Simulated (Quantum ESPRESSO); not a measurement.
# BAs (F-43m) in Quantum ESPRESSO: notebook

Aim: see how the results for BAs move with the level of theory and the settings. Levels: PBE, r2SCAN0. Tasks: single point.

Program: Quantum ESPRESSO 7.5. These are calculated values, not measurements. Logs are shortened: lines on timing, memory, paths and dates and some standing lists are left out, and cuts for length are marked.

### 1 Starting point

The structure is cubic, space group F-43m (No. 216). Conventional cell: a = 4.777 Å, b = 4.777 Å, c = 4.777 Å, α = 90.00°, β = 90.00°, γ = 90.00°. Around As (site symmetry -43m) lie 4 B at 2.07 Å. Around B (site symmetry -43m) lie 4 As at 2.07 Å.

### 2 Single point, PBE

pw.in

```
&CONTROL
  calculation = 'scf'
  prefix = 'pwscf'
  outdir = './tmp'
  pseudo_dir = './pseudo'
  tprnfor = .true.
  tstress = .true.
  disk_io = 'nowf'
/
&SYSTEM
  ibrav = 0
  nat = 2
  ntyp = 2
  ecutwfc = 70
  nbnd = 9
  occupations = 'smearing'
  smearing = 'fd'
  degauss = 0.00367493
/
&ELECTRONS
  conv_thr = 4d-10
  electron_maxstep = 120
  mixing_beta = 0.5
/
ATOMIC_SPECIES
As    74.9216 As_ONCV_PBE-1.2.upf
B     10.8100 B_ONCV_PBE-1.2.upf
CELL_PARAMETERS angstrom
   0.0000000000    2.3885000000    2.3885000000
   2.3885000000    0.0000000000    2.3885000000
   2.3885000000    2.3885000000    0.0000000000
ATOMIC_POSITIONS crystal
As     0.7500000000    0.7500000000    0.7500000000
B      0.0000000000    0.0000000000    0.0000000000
K_POINTS automatic
7 7 7 0 0 0
```

Potentials or basis: SG15 PBE 1.2.

Command:

```
$ OMP_NUM_THREADS=1 mpirun -n 2 pw.x -nk 2 -in pw.in > pw.out
```

pw.out:

```text
This program is part of the open-source Quantum ESPRESSO suite
     for quantum simulation of materials; please cite
         "P. Giannozzi et al., J. Phys.:Condens. Matter 21 395502 (2009);
         "P. Giannozzi et al., J. Phys.:Condens. Matter 29 465901 (2017);
         "P. Giannozzi et al., J. Chem. Phys. 152 154105 (2020);
     in publications or presentations arising from this work. More details at

     Message from routine setup:
     using ibrav=0 with symmetry is DISCOURAGED, use correct ibrav instead

     K-points division:     npool     =       2
     Subspace diagonalization in iterative solution of the eigenvalue problem:
     a serial algorithm will be used

     G-vector sticks info
     --------------------
     sticks:   dense  smooth     PW     G-vecs:    dense   smooth      PW
     Sum         769     769    241                14361    14361    2421

     Using Slab Decomposition

     bravais-lattice index     =            0
     lattice parameter (alat)  =       6.3832  a.u.
     unit-cell volume          =     183.9087 (a.u.)^3
     number of atoms/cell      =            2
     number of atomic types    =            2
     number of electrons       =         8.00
     number of Kohn-Sham states=            9
     kinetic-energy cutoff     =      70.0000  Ry
     charge density cutoff     =     280.0000  Ry
     scf convergence threshold =      4.0E-10
     mixing beta               =       0.5000
     number of iterations used =            8  plain     mixing
     Exchange-correlation= PBE
                           (   1   4   3   4   0   0   0)

     celldm(1)=   6.383210  celldm(2)=   0.000000  celldm(3)=   0.000000
     celldm(4)=   0.000000  celldm(5)=   0.000000  celldm(6)=   0.000000

     crystal axes: (cart. coord. in units of alat)
               a(1) = (   0.000000   0.707107   0.707107 )
               a(2) = (   0.707107   0.000000   0.707107 )
               a(3) = (   0.707107   0.707107   0.000000 )

     reciprocal axes: (cart. coord. in units 2 pi/alat)
               b(1) = ( -0.707107  0.707107  0.707107 )
               b(2) = (  0.707107 -0.707107  0.707107 )
               b(3) = (  0.707107  0.707107 -0.707107 )

     PseudoPot. # 1 for As read from file:
     As_ONCV_PBE-1.2.upf
     Pseudo is Norm-conserving, Zval =  5.0
     Generated using ONCVPSP code by D. R. Hamann
     Using radial grid of  602 points,  6 beta functions with:
                l(1) =   0
                l(2) =   0
                l(3) =   1
                l(4) =   1
                l(5) =   2
                l(6) =   2

     PseudoPot. # 2 for B  read from file:
     B_ONCV_PBE-1.2.upf
     Pseudo is Norm-conserving, Zval =  3.0
     Generated using ONCVPSP code by D. R. Hamann
     Using radial grid of  602 points,  4 beta functions with:
                l(1) =   0
                l(2) =   0
                l(3) =   1
                l(4) =   1

     atomic species   valence    mass     pseudopotential
     As                5.00    74.92160     As( 1.00)
     B                 3.00    10.81000     B ( 1.00)

     24 Sym. Ops. (no inversion) found

   Cartesian axes

     site n.     atom                  positions (alat units)
         1        As     tau(   1) = (   1.0606602   1.0606602   1.0606602  )
         2        B      tau(   2) = (   0.0000000   0.0000000   0.0000000  )

     number of k points=    20  Fermi-Dirac smearing, width (Ry)=  0.0037
                       cart. coord. in units 2pi/alat
        k(    1) = (   0.0000000   0.0000000   0.0000000), wk =   0.0058309
        k(    2) = (   0.1010153   0.1010153  -0.1010153), wk =   0.0466472
        k(    3) = (   0.2020305   0.2020305  -0.2020305), wk =   0.0466472
        k(    4) = (   0.3030458   0.3030458  -0.3030458), wk =   0.0466472
        k(    5) = (   0.2020305  -0.0000000   0.0000000), wk =   0.0349854
        k(    6) = (   0.3030458   0.1010153  -0.1010153), wk =   0.1399417
        k(    7) = (   0.4040610   0.2020305  -0.2020305), wk =   0.1399417
        k(    8) = (  -0.2020305  -0.4040610   0.4040610), wk =   0.1399417
        k(    9) = (  -0.1010153  -0.3030458   0.3030458), wk =   0.1399417
        k(   10) = (  -0.0000000  -0.2020305   0.2020305), wk =   0.0699708
        k(   11) = (   0.4040610  -0.0000000   0.0000000), wk =   0.0349854
        k(   12) = (   0.5050763   0.1010153  -0.1010153), wk =   0.1399417
        k(   13) = (  -0.1010153  -0.5050763   0.5050763), wk =   0.1399417
        k(   14) = (   0.0000000  -0.4040610   0.4040610), wk =   0.0699708
        k(   15) = (   0.6060915  -0.0000000   0.0000000), wk =   0.0349854
        k(   16) = (  -0.0000000  -0.6060915   0.6060915), wk =   0.0699708
        k(   17) = (   0.4040610   0.2020305   0.0000000), wk =   0.1399417
        k(   18) = (  -0.2020305  -0.4040610   0.6060915), wk =   0.2798834
        k(   19) = (  -0.1010153  -0.5050763   0.7071068), wk =   0.1399417
        k(   20) = (   0.0000000  -0.4040610   0.6060915), wk =   0.1399417

     Dense  grid:    14361 G-vectors     FFT dimensions: (  36,  36,  36)

     Initial potential from superposition of free atoms

     starting charge       7.9509, renormalised to       8.0000
     Starting wfcs are random

     Self-consistent Calculation

     iteration #  1     ecut=    70.00 Ry     beta= 0.50
     Davidson diagonalization with overlap
     ethr =  1.00E-02,  avg # of iterations =  8.3

     total energy              =     -18.32844925 Ry
     estimated scf accuracy    <       0.14660640 Ry

     iteration #  2     ecut=    70.00 Ry     beta= 0.50
     Davidson diagonalization with overlap
     ethr =  1.83E-03,  avg # of iterations =  1.0

     total energy              =     -18.35213484 Ry
     estimated scf accuracy    <       0.00852972 Ry

     iteration #  3     ecut=    70.00 Ry     beta= 0.50
     Davidson diagonalization with overlap
     ethr =  1.07E-04,  avg # of iterations =  2.1

     total energy              =     -18.35257860 Ry
     estimated scf accuracy    <       0.00156766 Ry

     iteration #  4     ecut=    70.00 Ry     beta= 0.50
     Davidson diagonalization with overlap
     ethr =  1.96E-05,  avg # of iterations =  2.2

     total energy              =     -18.35266883 Ry
     estimated scf accuracy    <       0.00002712 Ry

     iteration #  5     ecut=    70.00 Ry     beta= 0.50
     Davidson diagonalization with overlap
     ethr =  3.39E-07,  avg # of iterations =  4.0

     total energy              =     -18.35267412 Ry
     estimated scf accuracy    <       0.00000431 Ry

     iteration #  6     ecut=    70.00 Ry     beta= 0.50
     Davidson diagonalization with overlap
     ethr =  5.39E-08,  avg # of iterations =  1.0

     total energy              =     -18.35267489 Ry
     estimated scf accuracy    <       0.00000005 Ry

     iteration #  7     ecut=    70.00 Ry     beta= 0.50
     Davidson diagonalization with overlap
     ethr =  6.06E-10,  avg # of iterations =  2.0

     total energy              =     -18.35267491 Ry
     estimated scf accuracy    <          2.5E-09 Ry

     iteration #  8     ecut=    70.00 Ry     beta= 0.50
     Davidson diagonalization with overlap
     ethr =  3.08E-11,  avg # of iterations =  1.6

     End of self-consistent calculation

          k = 0.0000 0.0000 0.0000 (  1837 PWs)   bands (ev):

    -6.7602   8.6042   8.6042   8.6042  11.8908  11.8908  11.8908  13.2843
    18.2153

          k = 0.1010 0.1010-0.1010 (  1835 PWs)   bands (ev):

    -6.4272   6.2275   8.0654   8.0654  11.9690  12.5999  12.5999  14.8568
    19.3705

          k = 0.2020 0.2020-0.2020 (  1841 PWs)   bands (ev):

    -5.4710   2.8819   7.2883   7.2883  11.5836  13.3825  13.3825  16.9156
    19.9615

          k = 0.3030 0.3030-0.3030 (  1835 PWs)   bands (ev):

    -4.1981   0.3125   6.8469   6.8469  11.3368  13.4291  13.4291  17.4963
    20.9519

          k = 0.2020-0.0000 0.0000 (  1836 PWs)   bands (ev):

    -6.3153   6.8146   7.2111   7.2111  11.0490  13.7654  13.7654  14.2974
    18.5736

          k = 0.3030 0.1010-0.1010 (  1830 PWs)   bands (ev):

    -5.5606   3.9869   6.4271   6.5613  11.4120  13.7242  14.8687  15.0706
    19.1784

          k = 0.4041 0.2020-0.2020 (  1824 PWs)   bands (ev):

    -4.3278   1.1931   5.6603   6.1310  11.7345  13.8072  14.8519  16.3046
    20.3140

          k =-0.2020-0.4041 0.4041 (  1816 PWs)   bands (ev):

    -3.6784   0.1385   5.0926   6.3862  11.9291  13.8077  14.3645  17.8643
    20.5327

          k =-0.1010-0.3030 0.3030 (  1826 PWs)   bands (ev):

    -4.7711   2.0533   5.0676   7.1049  12.3298  13.7988  14.0913  16.6353
    19.2695

          k =-0.0000-0.2020 0.2020 (  1833 PWs)   bands (ev):

    -5.8830   4.7929   5.9150   7.9636  12.5323  12.8408  13.6573  15.5421
    18.7411

          k = 0.4041-0.0000 0.0000 (  1824 PWs)   bands (ev):

    -5.0203   3.7271   5.5563   5.5563  10.0804  12.5321  16.7611  16.7611
    19.4185

          k = 0.5051 0.1010-0.1010 (  1813 PWs)   bands (ev):

    -3.9510   1.8583   4.3374   5.1783  10.5610  12.5318  17.1102  17.4380
    20.8699

          k =-0.1010-0.5051 0.5051 (  1821 PWs)   bands (ev):

    -2.9894   0.5605   3.0986   5.4017  10.9603  15.0220  16.8447  17.0064
    19.7470

          k = 0.0000-0.4041 0.4041 (  1814 PWs)   bands (ev):

    -3.6359   1.3416   2.9689   6.1590  11.6971  15.5447  16.0524  16.7386
    19.5049

          k = 0.6061-0.0000 0.0000 (  1796 PWs)   bands (ev):

    -3.1416   0.8017   4.6554   4.6554   9.8202  10.5859  19.4252  19.4252
    21.1631

          k =-0.0000-0.6061 0.6061 (  1804 PWs)   bands (ev):

    -2.5511   0.2482   3.5305   4.7377  10.2611  11.7650  19.1070  19.2432
    20.6740

          k = 0.4041 0.2020 0.0000 (  1824 PWs)   bands (ev):

    -4.6414   2.7085   4.3636   6.0925  12.0386  13.8784  14.4412  16.5914
    19.8151

          k =-0.2020-0.4041 0.6061 (  1806 PWs)   bands (ev):

    -3.4432   0.8501   3.6915   5.3364  12.6735  13.6927  15.6112  17.4748
    19.4389

          k =-0.1010-0.5051 0.7071 (  1817 PWs)   bands (ev):

    -2.9374   0.8261   3.6461   4.1709  11.7669  12.3819  16.7083  18.8933
    20.5680

          k = 0.0000-0.4041 0.6061 (  1823 PWs)   bands (ev):

    -2.6064   0.6245   2.7500   4.3144  12.4622  14.9394  15.8972  16.7017
    20.0561

     the Fermi energy is     9.1947 ev

!    total energy              =     -18.35267491 Ry
     estimated scf accuracy    <          8.7E-11 Ry
     smearing contrib. (-TS)   =      -0.00000001 Ry
     internal energy E=F+TS    =     -18.35267490 Ry

     The total energy is F=E-TS. E is the sum of the following terms:
     one-electron contribution =       5.71423167 Ry
     hartree contribution      =       1.25320640 Ry
     xc contribution           =      -5.38669428 Ry
     ewald contribution        =     -19.93341868 Ry

     convergence has been achieved in   8 iterations

     Forces acting on atoms (cartesian axes, Ry/au):

     atom    1 type  1   force =     0.00000000    0.00000000    0.00000000
     atom    2 type  2   force =    -0.00000000    0.00000000    0.00000000

     Total force =     0.000000     Total SCF correction =     0.000000

     Computing stress (Cartesian axis) and pressure

          total   stress  (Ry/bohr**3)                   (kbar)     P=       26.66
   0.00018120   0.00000000   0.00000000           26.66        0.00        0.00
   0.00000000   0.00018120   0.00000000            0.00       26.66        0.00
   0.00000000   0.00000000   0.00018120            0.00        0.00       26.66

=------------------------------------------------------------------------------=
   JOB DONE.
=------------------------------------------------------------------------------=
```

It took 2.9 s on 2 MPI ranks of Arm Neoverse V2, shared host; peak memory 0.1 GiB.

Results:

```yaml
Free_energy: -249.7009 eV
Pressure: 2.7 GPa
Band_gap_on_the_k_mesh: 1.22 eV, indirect (least direct gap 3.29 eV)
```

Levels at points of the mesh, in eV from the valence-band top:
```tsv
k point	band 1	band 2	band 3	band 4	band 5	band 6	band 7	band 8	band 9
(0.00, 0.00, 0.00)	-15.36	0.00	0.00	0.00	3.29	3.29	3.29	4.68	9.61
```

Caveat: an odd mesh through Γ misses points on the zone boundary, where band edges often lie.

### 3 Single point, r2SCAN0

pw.in

```
&CONTROL
  calculation = 'scf'
  prefix = 'pwscf'
  outdir = './tmp'
  pseudo_dir = './pseudo'
  tprnfor = .true.
  disk_io = 'low'
/
&SYSTEM
  ibrav = 0
  nat = 2
  ntyp = 2
  ecutwfc = 70
  nbnd = 8
  input_dft = 'XC-000I-000I-000I-000I-000I-660L'
  occupations = 'fixed'
  nqx1 = 7
  nqx2 = 7
  nqx3 = 7
  ecutfock = 140
  nosym = .true.
/
&ELECTRONS
  conv_thr = 1d-07
  electron_maxstep = 120
  mixing_beta = 0.5
  adaptive_thr = .true.
/
ATOMIC_SPECIES
As    74.9216 As_ONCV_PBE-1.2.upf
B     10.8100 B_ONCV_PBE-1.2.upf
CELL_PARAMETERS angstrom
   0.0000000000    2.3885000000    2.3885000000
   2.3885000000    0.0000000000    2.3885000000
   2.3885000000    2.3885000000    0.0000000000
ATOMIC_POSITIONS angstrom
As     3.5827500000    3.5827500000    3.5827500000
B      0.0000000000    0.0000000000    0.0000000000
K_POINTS automatic
7 7 7 0 0 0
```

pp_density.in

```
&INPUTPP
  prefix = 'pwscf'
  outdir = './tmp'
  filplot = 'density.dat'
  plot_num = 0
/
&PLOT
  nfile = 1
  filepp(1) = 'density.dat'
  iflag = 3
  output_format = 6
  fileout = 'density.cube'
/
```

pp_potential.in

```
&INPUTPP
  prefix = 'pwscf'
  outdir = './tmp'
  filplot = 'potential.dat'
  plot_num = 11
/
&PLOT
  nfile = 1
  filepp(1) = 'potential.dat'
  iflag = 3
  output_format = 6
  fileout = 'potential.cube'
/
```

pp_elf.in

```
&INPUTPP
  prefix = 'pwscf'
  outdir = './tmp'
  filplot = 'elf.dat'
  plot_num = 8
/
&PLOT
  nfile = 1
  filepp(1) = 'elf.dat'
  iflag = 3
  output_format = 6
  fileout = 'elf.cube'
/
```

Potentials or basis: SG15 PBE 1.2.

Command:

```
$ OMP_NUM_THREADS=1 mpirun -n 2 pw.x -nk 2 -in pw.in > pw.out
$ OMP_NUM_THREADS=1 mpirun -n 1 pp.x -in pp_density.in > pp_density.out
$ OMP_NUM_THREADS=1 mpirun -n 1 pp.x -in pp_potential.in > pp_potential.out
$ OMP_NUM_THREADS=1 mpirun -n 1 pp.x -in pp_elf.in > pp_elf.out
```

Run time: 47 min. Hardware: 2 MPI ranks of Arm Neoverse V2, shared host; peak memory 3.7 GiB.

The run converged. Its results:

```
Free energy            : -249.5691 eV
Band gap on the k mesh : 2.50 eV, indirect (least direct gap 4.78 eV)
```

Levels at points of the mesh, in eV from the valence-band top:
| k point | band 1 | band 2 | band 3 | band 4 | band 5 | band 6 | band 7 | band 8 |
| --- | --- | --- | --- | --- | --- | --- | --- | --- |
| (0.00, 0.00, 0.00) | -17.63 | 0.00 | 0.00 | 0.00 | 4.78 | 4.78 | 4.78 | 6.37 |

Caveat: the potentials were made for another functional, which shifts forces and pressure; this program's forces and stress for hybrids aren't reliable and aren't listed; an odd mesh through Γ misses points on the zone boundary, where band edges often lie.
